**Q:** I have eight volumes of the intermetallic TiAl in front of me. If I squeeze the crystal by 6 % or stretch it by 6 %, which costs more energy?

TiAl in the L1_0 (CuAu) structure, computed with Ansatz 0.2.0 (plane-wave PAW, scalar-relativistic, PBE, no spin polarisation, cutoff 420 eV, k mesh 14×14×10, Gaussian smearing 0.1 eV). Cell shape and atoms are relaxed at each volume. Energies are extrapolated to zero smearing and count from the minimum of a third-order Birch-Murnaghan fit.

```csv
volume per atom (Å³/atom),energy over minimum (meV/atom),pressure (GPa)
14.286,101.8,18.63
14.773,54.2,12.89
15.260,22.8,7.94
15.747,5.3,3.67
16.234,0.0,0.00
16.721,5.0,-3.17
17.208,19.0,-5.90
17.857,49.5,-8.96
```

**A:** Squeezing does. The energy over minimum is 22.8 meV per atom at 15.260 Å³ and 19.0 at 17.208, so compression costs a fifth more than the equal expansion. The 3 % pair leans the same way, but by only 0.3 meV, which is a few units of the last printed digit. The 6 % pair is the one to rely on.

Two limiting cases show where the difference comes from. Pull the atoms far apart and the energy levels off at that of free atoms, because no force is left between them. Push them together and the energy climbs without end. A curve that joins these limits has to be steep on the crowded side and flatten on the open side, and the table shows that this bend is already visible within a few per cent of the minimum.

**Q:** The last three pressures are negative. What does a negative pressure mean for a piece of metal?

**A:** It means tension. Pressure is the energy released per unit of volume when the crystal is allowed to grow, $P=-dE/dV$, where $E$ is the energy and $V$ the volume per atom. Beyond the minimum, growth costs energy, so $P$ changes sign and the crystal has to be held open from outside.

The tension is still rising at the largest volume, where it reaches 8.96 GPa. Nowhere in the table, then, does the crystal pass a maximum beyond which uniform stretching would run away. This is not a strength to design with. The calculation repeats a cell of two atoms and keeps its symmetry, so no crack can open and no plane can slip, and real metal gives way by just these routes.

**Q:** When I go from 3 to 6 % compression, the pressure roughly doubles but the energy goes up about fourfold. Why are they so different?

**A:** Close to its minimum the crystal behaves like a spring. With $\Delta V$ the change of volume and $k$ a constant, the energy is $\tfrac12 k(\Delta V)^2$ and the pressure is its slope with the sign reversed, $-k\,\Delta V$. Doubling $\Delta V$ therefore doubles the pressure and quadruples the energy.

The departures from this rule carry the interesting physics. On compression the energy grows by a factor of 4.3 rather than 4, and on expansion by only 3.8. The spring hardens when it is pushed and softens when it is pulled, which is the lopsided curve of the first answer seen from another side.

**Q:** Can I then quote a single stiffness for TiAl?

**A:** You can for small loads. The bulk modulus $B=-V\,dP/dV$ is the pressure needed per relative change of volume, and the two rows on either side of zero pressure give 114 GPa. At 0.1 GPa, roughly the level of hot isostatic pressing, the elastic change of volume of the cold crystal is then about 0.1 %, and a constant $B$ serves well.

Across the whole table it fails. Taken between neighbouring rows, $B$ falls from 171 GPa at the compressed end to 83 at the expanded end, a factor of two, as the output below lists interval by interval.

The simplest picture of a metal explains this by two energies that scale differently. Electrons confined to a box of side $L$ have a kinetic energy that grows as $1/L^2$, while the electrostatic attraction that holds the metal together grows only as $1/L$. Squeezing thus favours the repulsive part, and the overlap of the ion cores adds to it. Titanium's d electrons add bonding that this picture leaves out. The table holds only totals, so it shows the softening that this account leads one to expect, but it can't separate the parts.

**Q:** What would move the volume at which the pressure is zero? Another element, or another functional?

**A:** Either would, because that volume is the point where attraction and repulsion balance. Stronger attraction moves the balance inwards. As rough recalled values, pure aluminium takes up a little under 17 Å³ per atom and pure titanium a little under 18, while TiAl needs only 16.2. The compound packs its atoms more tightly than either parent metal (its mass density still lies between theirs), so averaging the parents' atomic volumes would mislead you, and replacing the aluminium by titanium should make the crystal larger. A plausible cause is bonding between titanium d states and aluminium p states, which these energies can't test by themselves.

The functional acts through the same balance. The local density approximation usually binds metals too strongly and gives smaller volumes than PBE. At 16.234 Å³, where PBE reports no pressure, it would probably report tension. A calculated pressure is therefore best read together with the zero-pressure volume of the same functional.

**Q:** How do I know that the energy and pressure columns belong together?

**A:** Compare the work done with the energy stored. The pressures come from the stress in each run and the energies from the total energy, so the agreement tests whether the two are consistent. It can't tell you whether the k mesh is fine enough, since both columns share it. Take the compression from 16.234 to 15.260 Å³, with the row at 15.747 halfway and a spacing of 0.487 Å³. Simpson's rule, which weights the middle pressure four times, gives the work $W$ per atom:

$$W=\frac{0.487}{3}\,\bigl(7.94+4\times3.67+0.00\bigr)=3.67\ \text{GPa Å}^3$$

Since 1 eV/Å³ is 160.2 GPa, this is 22.9 meV, against 22.8 in the energy column. The same sum for 6 % expansion gives 18.8 meV against 19.0. No constant was adjusted in this estimate, and it comes within about 1 % on both sides.

**Q:** Is the small remainder just numerical noise?

**A:** No, and that holds on both sides of the minimum. At 12 % compression the work is 102.1 meV and the energy column says 101.8, a gap larger than the last digit. The cause is the smearing, which spreads the occupation of electron states around the Fermi level so that a metal converges on a finite mesh. The stress is the slope of the free energy, which contains the entropy of this smearing, whereas the energy column is extrapolated to no smearing at all. The free energies of the same two runs differ by 102.1 meV, just as the work does.

The entropy term shrinks from 4.3 meV per atom at zero pressure to 3.8 at 12 % compression. That fits the usual effect of squeezing, which widens the bands and leaves fewer states close to the Fermi level. The extrapolation takes back half of the term, so half of its change appears as the gap between work and energy. The term lowers the free energy more at large volumes, and so pushes the zero of pressure slightly outwards. Indeed the row with zero pressure lies 0.004 Å³ above the energy minimum, which comes from a Birch–Murnaghan curve fitted to all eight energies. The expanded side passes the same test. At 6 % expansion the free energy rises by 18.8 meV per atom, which matches the work, while the energy column says 19.0. The mismatch has the opposite sign there, as it should when the entropy term grows with volume.

**Q:** Which digits may I use, then?

**A:** That depends on whether you compare rows with each other or with a specimen. Between rows, at this cutoff and k mesh, the energies hold to a few tenths of a meV (other settings weren't tried), and the third decimal of the equilibrium volume already depends on how the smearing is treated. Against a specimen the functional matters far more, since PBE volumes of metals are commonly off by a per cent or so. With $B$ at 114 GPa, an error of 1 % in volume shifts the pressure by about 1 GPa.

Temperature also acts in a known direction. The crystal is softer towards large volumes, so its atoms are expected to vibrate more slowly there. Slower vibrations lower the free energy, and the metal expands. The calculation has no such motion, not even at absolute zero, so adding it should enlarge the equilibrium volume.

When you use these rows, measure compression from the calculated zero-pressure volume rather than from a measured one. Take 114 GPa for changes well below 1 %, and read the rows themselves once the change reaches several per cent.

Printed output of the fit:

```
Stiffness between each row and the row before it:
     row  volume change of row in %  middle volume in A^3/atom  bulk modulus in GPa
  14.286                        -12                        n/a                  n/a
  14.773                         -9                      14.53                171.3
   15.26                         -6                      15.02                152.6
  15.747                         -3                       15.5                135.9
  16.234                          0                      15.99                120.5
  16.721                          3                      16.48                107.3
  17.208                          6                      16.96                 95.1
  17.857                      9.998                      17.53                82.66
Energy cost, 6 % compression over 6 % expansion (ratio): 1.2
Size of pressure, 6 % compression over 6 % expansion (ratio): 1.346
Energy cost, 3 % compression less 3 % expansion (meV/atom): 0.3
Energy growth when compression doubles from 3 to 6 % (factor): 4.302
Energy growth when expansion doubles from 3 to 6 % (factor): 3.8
Pressure growth when compression doubles from 3 to 6 % (factor): 2.163
Tension growth when expansion doubles from 3 to 6 % (factor): 1.861
Bulk modulus at the zero-pressure row from its two neighbours (GPa): 114
Stiffness of the most compressed interval over the most expanded (ratio): 2.072
Work from pressures, 12 % compression (meV/atom): 102.1
Free-energy rise in the same runs, 12 % compression (meV/atom): 102.1
Work from pressures less tabulated energy, 12 % compression (meV/atom): 0.2804
Work from pressures, 6 % compression (meV/atom): 22.92
Free-energy rise in the same runs, 6 % compression (meV/atom): 22.93
Work from pressures, 6 % expansion (meV/atom): 18.83
Smearing entropy term at 12 % compression (meV/atom): 3.8
Smearing entropy term at the zero-pressure row (meV/atom): 4.263
Volume of zero-pressure row less fitted energy minimum (A^3/atom): 0.00387
Mean of rough recalled volumes of Al (17) and Ti (18) less that of TiAl (A^3/atom): 1.266
```
